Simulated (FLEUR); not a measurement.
Sb in FLEUR: convergence with Gmax

Input of the first run (Gmax 9); the others differ in this setting and in those tied to it:

Contents of inp.xml:

```xml
<?xml version="1.0" encoding="UTF-8" standalone="no"?>
<fleurInput fleurInputVersion="0.39">
   <comment>
      Sb                                                                                                  
   </comment>
   <calculationSetup>
      <cutoffs Kmax="4.1" Gmax="9.0" GmaxXC="9.0" numbands="0"/>
      <scfLoop itmax="60" minDistance="0.00001" maxIterBroyd="15" imix="Anderson" alpha="0.05" precondParam="0.0" spinf="2.0" sdNocoIR="T"/>
      <coreElectrons ctail="T" frcor="F" kcrel="0" coretail_lmax="0"/>
      <xcFunctional name="PBEs" relativisticCorrections="F"/>
      <magnetism jspins="1"/>
      <soc l_soc="F" theta="0.0" phi="0.0" spav="F"/>
      <expertModes spex="0" secvar="F"/>
      <geometryOptimization l_f="T" forcealpha="1.0" forcemix="BFGS" epsdisp="0.0005" epsforce="0.0002"/>
      <ldaU l_linMix="F" mixParam="0.05" spinf="1.0"/>
   </calculationSetup>
   <cell>
      <bzIntegration valenceElectrons="21.0" mode="hist" fermiSmearingEnergy="0.00183747">
         <kPointListSelection listName="default-1"/>
         <!-- k-points included here -->
         <xi:include xmlns:xi="http://www.w3.org/2001/XInclude" href="kpts.xml"> </xi:include>
      </bzIntegration>
      <!-- symmetry operations included here -->
      <xi:include xmlns:xi="http://www.w3.org/2001/XInclude" href="sym.xml"> </xi:include>
      <bulkLattice scale="1.0">
         <bravaisMatrix>
            <row-1>   -3.5363217608732280     3.5363217608732280     3.5363217608732280</row-1>
            <row-2>    3.5363217608732280    -3.5363217608732280     3.5363217608732280</row-2>
            <row-3>    3.5363217608732280     3.5363217608732280    -3.5363217608732280</row-3>
         </bravaisMatrix>
      </bulkLattice>
   </cell>
   <atomSpecies>
      <species name="Antimony (Sb)" element="Sb" atomicNumber="51">
         <mtSphere radius="2.66" gridPoints="879" logIncrement="0.015"/>
         <atomicCutoffs lmax="10" lnonsphr="10"/>
         <electronConfig flipSpins="F">
            <coreConfig>(1s1/2) (2s1/2) (2p1/2) (2p3/2) (3s1/2) (3p1/2) (3p3/2) (4s1/2) (3d3/2) (3d5/2)</coreConfig>
            <valenceConfig>(4p1/2) (4p3/2) (5s1/2) (4d3/2) (4d5/2) (5p1/2) (5p3/2)</valenceConfig>
            <stateOccupation state="(5p1/2)" spinUp="0.500000" spinDown="0.500000"/>
            <stateOccupation state="(5p3/2)" spinUp="1.000000" spinDown="1.000000"/>
         </electronConfig>
         <energyParameters s="5" p="5" d="5" f="4"/>
         <lo type="SCLO" l="1" n="4" eDeriv="0"/>
         <lo type="SCLO" l="1" n="4" eDeriv="1"/>
         <lo type="SCLO" l="2" n="4" eDeriv="0"/>
         <lo type="SCLO" l="2" n="4" eDeriv="1"/>
         <lo type="SCLO" l="0" n="5" eDeriv="2"/>
         <lo type="SCLO" l="3" n="4" eDeriv="2"/>
      </species>
   </atomSpecies>
   <atomGroups>
      <atomGroup species="Antimony (Sb)">
         <relPos label="                   1">.0000000000 .0000000000 .0000000000</relPos>
         <force calculate="T" relaxXYZ="TTT"/>
      </atomGroup>
   </atomGroups>
   <output dos="F" band="F" slice="F">
      <checks vchk="F" cdinf="F"/>
      <bandDOS minEnergy="-.5*Htr" maxEnergy="0.5*Htr" sigma="0.015" storeEVData="T"/>
      <vacuumDOS vacdos="F" integ="F" star="F" nstars="0" locx1="0.0" locy1="0.0" locx2="0.0" locy2="0.0" nstm="0" tworkf="0.0"/>
      <unfoldingBand unfoldBand="F" supercellX="1" supercellY="1" supercellZ="1"/>
      <plotting iplot="0" polar="F">
         <plot TwoD="T" vec1="  1.0  0.0  0.0" vec2="  0.0  1.0  0.0" vec3="  0.0  0.0  1.0" zero="  0.0  0.0  0.0" file="plot"/>
      </plotting>
      <chargeDensitySlicing numkpt="0" minEigenval="0.0" maxEigenval="0.0" nnne="0" pallst="F"/>
      <specialOutput eonly="F"/>
      <moessbauerParams electricFieldGradient="T" isomerShift="T" coreHyperfine="T" valenceHyperfine="T"/>
      <magneticCircularDichroism mcd="F" energyLo="-10.0" energyUp="0.0"/>
   </output>
  <!-- We include the file relax.xml here to enable relaxations (see documentation) -->
  <xi:include xmlns:xi="http://www.w3.org/2001/XInclude" href="relax.xml"> <xi:fallback/> </xi:include>
</fleurInput>
```

File crystal.txt:

```
Sb
&input cartesian=F /
-1.8713408863  1.8713408863  1.8713408863
1.8713408863  -1.8713408863  1.8713408863
1.8713408863  1.8713408863  -1.8713408863
1.8897261246
1.0 1.0 1.0

1
51 0.0000000000  0.0000000000  0.0000000000

&kpt div1=8 div2=8 div3=8 gamma=T /
```

Potentials or basis: all-electron, FLAPW.

The run is started by

```bash
$ inpgen -f crystal.txt -profile fastHighL
$ # inp.xml edited to the form shown
$ fleur_MPI
```

This isn't the form of Sb at room conditions, which is rhombohedral.

Hardware: 1 thread of Arm Neoverse V1, on a shared host.

| Gmax | energy less the tightest run, at zero smearing (meV/atom) | SCF cycles | CPU time (s) | peak memory (GiB) |
| --- | --- | --- | --- | --- |
| 9 | 0.01 | 12 | 18 | 0.06 |
| 10.3 | 0.00 | 12 | 18 | 0.06 |
| 11.7 | 0.00 | 12 | 18 | 0.06 |
| 13.5 | 0.00 | 12 | 19 | 0.07 |
| 15.8 | 0.00 | 12 | 18 | 0.07 |
| 18 | 0.00 | 12 | 21 | 0.07 |
| 22.5 | 0.00 | 12 | 24 | 0.07 |

Against the tightest run, the energy stays within 1 meV/atom from 9 on. The tightest run that finished is the yardstick and may itself not be fully converged.

The run has no spin-orbit coupling, so splittings on Sb are missing.
